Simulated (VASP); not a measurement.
A run of VASP 6.6.1 is set up as follows.

The input POSCAR:

```
GaSb
1.0
    0.0000000000      3.0590000000      3.0590000000
    3.0590000000      0.0000000000      3.0590000000
    3.0590000000      3.0590000000      0.0000000000
Sb Ga
1 1
Direct
    0.7500000000      0.7500000000      0.7500000000
    0.0000000000      0.0000000000      0.0000000000
```

INCAR.step1

```
ALGO = Normal
EDIFF = 1E-8
EDIFFG = -0.002
ENCUT = 600
GGA = PE
IBRION = 2
ISIF = 3
ISMEAR = -1
LASPH = T
LCHARG = F
LREAL = F
LWAVE = F
NELM = 60
NSW = 40
PREC = Accurate
SIGMA = 0.05
```

File INCAR.step2:

```
ALGO = Normal
EDIFF = 1E-8
ENCUT = 600
GGA = PE
IBRION = 6
ISIF = 2
ISMEAR = -1
LASPH = T
LCHARG = F
LREAL = F
LWAVE = F
NELM = 60
NFREE = 2
NSW = 1
POTIM = 0.015
PREC = Accurate
SIGMA = 0.05
```

The input KPOINTS:

```
k-points
0
Gamma
  6 6 6
```

Potentials or basis: VASP PAW PBE potentials, release 64 (Sb, Ga_d).

The run is started by

```bash
$ cat potpaw_PBE.64/Sb/POTCAR potpaw_PBE.64/Ga_d/POTCAR > POTCAR
$ cp INCAR.step1 INCAR
$ mpirun -np 1 vasp_std > vasp.out
$ cp CONTCAR POSCAR
$ cp INCAR.step2 INCAR
$ mpirun -np 1 vasp_std > vasp.out
```

(1) Predict the highest phonon frequency at Γ, LO-TO splitting left out.

(2) Predict the space group after relaxing (to 0.05 Å).

(3) What does it give for the relaxed volume?

Results:

(1) 203 cm⁻¹.

(2) F-43m (No. 216).

(3) 30.09 Å³/atom.
